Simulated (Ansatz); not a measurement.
# Ge (P6_3/mmc) in Ansatz: single point with PBEsol

Aim: the single point of Ge with PBEsol.

Everything below comes from runs of Ansatz 0.2.0. Logs are shortened: lines on timing, memory, paths and dates and some standing lists are left out, and cuts for length are marked.

## (1) Starting point

Symmetry: P6_3/mmc, No. 194, hexagonal system. Conventional cell: a = 3.998 Å, b = 3.998 Å, c = 6.599 Å, α = 90.00°, β = 90.00°, γ = 120.00°. Ge (site symmetry 3m) is surrounded by 4 Ge at 2.45 to 2.47 Å.

This isn't the form of Ge at room conditions, which is diamond.

## (2) Single point, PBEsol

Input file input.yaml:

```yaml
crystal:
  lattice:
    - [3.9975858431, 0.0, 0.0]
    - [-1.9987929216, 3.462010894, 0.0]
    - [0.0, 0.0, 6.59937795]
  atoms:
    - { symbol: Ge, position: [0.3333333333, 0.6666666667, 0.93709875] }
    - { symbol: Ge, position: [0.6666666667, 0.3333333333, 0.43709875] }
    - { symbol: Ge, position: [0.3333333333, 0.6666666667, 0.56290125] }
    - { symbol: Ge, position: [0.6666666667, 0.3333333333, 0.06290125] }
kpoints:
  mp_grid: { grid: [5, 5, 2] }
scf:
  occupations: { method: fermi_dirac, width: 0.03 }
hamiltonian:
  xc: pbesol
  pseudopotentials: { kind: all_electron, lapw: { basis_error: 0.002 } }
output:
  forces: true
  stress: true
  eigenvalues: true
```

Potentials or basis: all-electron LAPW, scalar-relativistic.

Run with:

```sh
ansatz run input.yaml --threads 2 --pin off --max-ram 8192MiB --backend cpu --events-out ev --progress --plain --runs-dir out
```

The program printed:

```text
Warning: RAYON_NUM_THREADS=2 ignored (pool sized by the plan → 2); use --threads N
LAPW: plane waves up to 8.738 Å⁻¹, error target 2.0e-3 eV per atom; small_component_spin mean_spin; Ge in spheres of 1.226 Å, 22 of its electrons in bands, Dirac shells [] (how accurate: hamiltonian.pseudopotentials.lapw.basis_error, Limitations)
Engine: ansatz 0.2.0, aarch64-unknown-linux-gnu
Pseudopotentials: kind: all_electron
Pseudopotential: Ge, LAPW, valence charge 22, lapw/all_electron/scalar/gaussian/Ge, Koelling and Harmon's equation, gaussian nucleus
Functional definition: PBEsol
  exchange = pbesol_x
  correlation = pbesol_c
Crystal: 4 atoms, lattice volume = 91.333 Å³
Basis set: ecut = 290.8765239708289 eV, 1039 PW (Γ), exchange–correlation at level 2
Bands: 53, of which v1, the nominal top of the filled ones, is band 44 counted from 1 (43 counted from 0)
Symmetry: 24 space group operations
Space group: P63/mmc (ITA 194), of the structure as read, at distance tolerance 4.5e-5 Å
k-points: 10 of 50
Non-local potential: Ge, projectors of the file, none
Initial density: superposition of atomic densities (chi_scale 0.1, normalization cell)
Initial wavefunctions: plane waves of lowest kinetic energy (no species holds an atomic orbital)
Functional: x = pbesol(κ = 0.804, μ = 0.12345679012345678), c = pbesol(β = 0.046)
iter 1 solved again at ethr=9.17e-4 eV; its pass at ethr=1.00e-1 eV (dr2=8.07e-1 eV) is discarded
SCF iter   1: F=—  HF=-228299.457376 eV  |F-HF|=—  |Δ(HF+E_count)|=         —  Δρ=2.83e-2  dr2=8.11e-1  ethr=9.17e-4  ⟨swp⟩=2.1  Hψ=3248  notcnv=0
preconditioner: auto → LDOS  [insulator: Δε(μ)=0.104 eV  Ē_g=23.751 eV  σ=0.030 eV  W_gap=0.70  n_scr=34 (ndim 8)  ℏωp=29.1 eV  f_vac=0.088  D(μ)=0.56/eV (n_scr^D=2)  ε∞_Penn≈2.5  β→1.0]
iter 2 solved again at ethr=6.50e-6 eV; its pass at ethr=9.17e-4 eV (dr2=5.72e-3 eV) is discarded
SCF iter   2: F=—  HF=-228299.273659 eV  |F-HF|=—  |Δ(HF+E_count)|=   1.84e-1  Δρ=2.69e-3  dr2=5.82e-3  ethr=6.50e-6  ⟨swp⟩=2.1  Hψ=2679  notcnv=0
preconditioner: auto → Resta (q_TF=auto, 2.711 Å⁻¹)  ε∞=2.5  [insulator: Δε(μ)=0.190 eV  Ē_g=24.053 eV  σ=0.030 eV  W_gap=0.92  n_scr=34 (ndim 8)  ℏωp=29.1 eV  f_vac=0.182  D(μ)=0.16/eV (n_scr^D=0)  ε∞_Penn≈2.5  β→0.5]
SCF iter   3: F=—  HF=-228299.237990 eV  |F-HF|=—  |Δ(HF+E_count)|=   3.57e-2  Δρ=1.55e-3  dr2=1.50e-3  ethr=6.50e-6  ⟨swp⟩=3.0  Hψ=1684  notcnv=0
SCF iter   4: F=—  HF=-228299.226237 eV  |F-HF|=—  |Δ(HF+E_count)|=   1.18e-2  Δρ=6.87e-4  dr2=2.93e-4  ethr=1.71e-6  ⟨swp⟩=2.0  Hψ=1482  notcnv=0
SCF iter   5: F=—  HF=-228299.225410 eV  |F-HF|=—  |Δ(HF+E_count)|=   8.27e-4  Δρ=1.43e-4  dr2=1.54e-5  ethr=3.33e-7  ⟨swp⟩=2.9  Hψ=1502  notcnv=0
SCF iter   6: F=—  HF=-228299.225402 eV  |F-HF|=—  |Δ(HF+E_count)|=   7.81e-6  Δρ=1.62e-5  dr2=2.78e-7  ethr=1.75e-8  ⟨swp⟩=3.0  Hψ=1539  notcnv=0
SCF iter   7: F=-228299.225402 eV  HF=-228299.225402 eV  |F-HF|=1.43e-8  |Δ(HF+E_count)|=   4.57e-7  Δρ=2.45e-6  dr2=6.93e-9  ethr=3.16e-10  ⟨swp⟩=3.0  Hψ=1559  notcnv=0
SCF 1 converged in 7 iterations: F = -228299.225402 eV  dr2 = 6.93e-9
SCF converged after 7 iterations
Free energy (F): -228299.225402 eV
Harris-Foulkes:  -228299.225402 eV  (|F-HF|=1.43e-8)
Internal energy: -228299.224540 eV  (E = F + TS)
E sigma→0 (E₀):  -228299.224971 eV
Entropy (-TS):   -0.000862 eV (-0.216 meV/atom)
Fermi energy:    9.812280 eV
--- Per-component energies (eV) ---
  E_band       = -4183.897464
  E_kinetic    = 233063.363911
  E_xc         = -8512.175739
  E_electrostatic = -452850.412713  (all electrons and nuclei)
  E_smearing   = -0.000862  (= −TS)
  E_closure    = 0.000000  (closes the sum)
  E_atoms      = -228279.676078  (free atoms, spherical and without spin; not in F)
  Σ components = -228299.225402   (vs F -228299.225402, Δ=0.00e0)
  Basis errors (estimates in eV, not in F): energy 8.4e-4 per atom: plane waves 7.6e-4 (4.6e-4 summed), levels above the bands 3.0e-103, relativity 1.8e-8, radial functions 8.5e-5, core shells 1.1e-10; eigenvalues (radial functions only) 7.6e-7; not estimated: angular momenta, meshes, grids; target (lapw.basis_error) 2.0e-3; muffin-tin radii Ge 1.226 Å
--- Forces (eV/Å), atoms counted from 1 ---
  atom   1  Ge    -0.00000000     0.00000000    -0.04320522
  atom   2  Ge     0.00000000    -0.00000000    -0.04320522
  atom   3  Ge    -0.00000000     0.00000000     0.04320522
  atom   4  Ge     0.00000000    -0.00000000     0.04320522
  max |Σ_I F_I| component: 2.31e-18 eV/Å
--- Stress (GPa, compression-positive) ---
        1.119216      -0.000000       0.000000
       -0.000000       1.119216       0.000000
        0.000000       0.000000      -0.724996
  P = ⅓ Tr σ = 0.5045 GPa (5.045 kbar)
--- Band table (eV; the first three rows and the last of 10) ---
  k-point 0: bands = ["-153.6546", "-153.6540", "-153.6528", "-153.6523", "-100.9689", "-100.9678", "-100.9656", "-100.9656", "-100.9651", "-100.9651", "-100.9621", "-100.9609", "-100.9565", "-100.9565", "-100.9560", "-100.9560", "-15.0976", "-15.0976", "-15.0595", "-15.0594", "-15.0594", "-15.0464", "-15.0340", "-15.0340", "-14.9818", "-14.9818", "-14.8574", "-14.8574", "-14.8444", "-14.8285", "-14.8237", "-14.8237", "-14.8063", "-14.8063", "-14.7762", "-14.7762", "-3.0091", "-0.9665", "2.1595", "8.3019", "8.3019", "9.6317", "9.6391", "9.7425", "9.9024", "9.9024", "12.0218", "12.0218", "12.5079", "14.3079", "14.3079", "15.7353", "17.0758"]
  k-point 1: bands = ["-153.6543", "-153.6543", "-153.6525", "-153.6525", "-100.9684", "-100.9684", "-100.9654", "-100.9654", "-100.9654", "-100.9654", "-100.9615", "-100.9615", "-100.9562", "-100.9562", "-100.9562", "-100.9562", "-15.0822", "-15.0822", "-15.0822", "-15.0822", "-15.0516", "-15.0516", "-15.0065", "-15.0065", "-15.0065", "-15.0065", "-14.8397", "-14.8397", "-14.8397", "-14.8397", "-14.8378", "-14.8378", "-14.7898", "-14.7898", "-14.7898", "-14.7898", "-2.2790", "-2.2790", "4.9653", "4.9653", "8.9261", "8.9261", "8.9261", "8.9261", "10.4157", "10.4157", "13.1211", "13.1211", "13.1211", "13.1211", "15.3156", "15.3156", "17.0850"]
  k-point 2: bands = ["-153.6544", "-153.6539", "-153.6530", "-153.6524", "-100.9690", "-100.9685", "-100.9658", "-100.9653", "-100.9650", "-100.9643", "-100.9624", "-100.9604", "-100.9570", "-100.9563", "-100.9563", "-100.9558", "-15.1131", "-15.1034", "-15.0767", "-15.0699", "-15.0574", "-15.0284", "-15.0163", "-14.9966", "-14.9642", "-14.9575", "-14.8850", "-14.8835", "-14.8815", "-14.8398", "-14.8252", "-14.8207", "-14.8049", "-14.7951", "-14.7667", "-14.7580", "-2.5798", "-0.5202", "2.1433", "5.8820", "6.5411", "7.5789", "8.8410", "9.1989", "10.8046", "11.4366", "12.9881", "13.0309", "13.0483", "15.2796", "15.3205", "15.8405", "16.8466"]
  k-point 9: bands = ["-153.6537", "-153.6537", "-153.6531", "-153.6531", "-100.9692", "-100.9692", "-100.9661", "-100.9661", "-100.9641", "-100.9641", "-100.9600", "-100.9600", "-100.9581", "-100.9581", "-100.9555", "-100.9555", "-15.1087", "-15.1087", "-15.0902", "-15.0902", "-15.0268", "-15.0268", "-14.9712", "-14.9712", "-14.9552", "-14.9552", "-14.8937", "-14.8937", "-14.8765", "-14.8765", "-14.8531", "-14.8531", "-14.7801", "-14.7801", "-14.7582", "-14.7582", "-0.1296", "-0.1296", "1.7858", "1.7858", "5.8990", "5.8990", "7.6511", "7.6511", "10.9450", "10.9450", "13.5097", "13.5097", "14.3549", "14.3549", "17.3498", "17.3498", "18.4493"]
```

Run time: 6 s. Hardware: 2 threads of Arm Neoverse V2, shared host; peak memory 0.33 GiB.

What came out:

```yaml
Free_energy: -228299.2254 eV
Pressure: 0.5 GPa
Largest_force: 0.043 eV/Å
Band_gap_on_the_k_mesh: 0.16 eV, direct
```

Forces on the atoms (eV/Å):
```
Ge   0.000  0.000 -0.043
Ge   0.000  0.000 -0.043
Ge   0.000  0.000  0.043
Ge   0.000  0.000  0.043
```

Caveat: the k mesh is coarse (spacing up to 0.48 Å⁻¹), so the values aren't converged; an odd mesh through Γ misses points on the zone boundary, where band edges often lie.
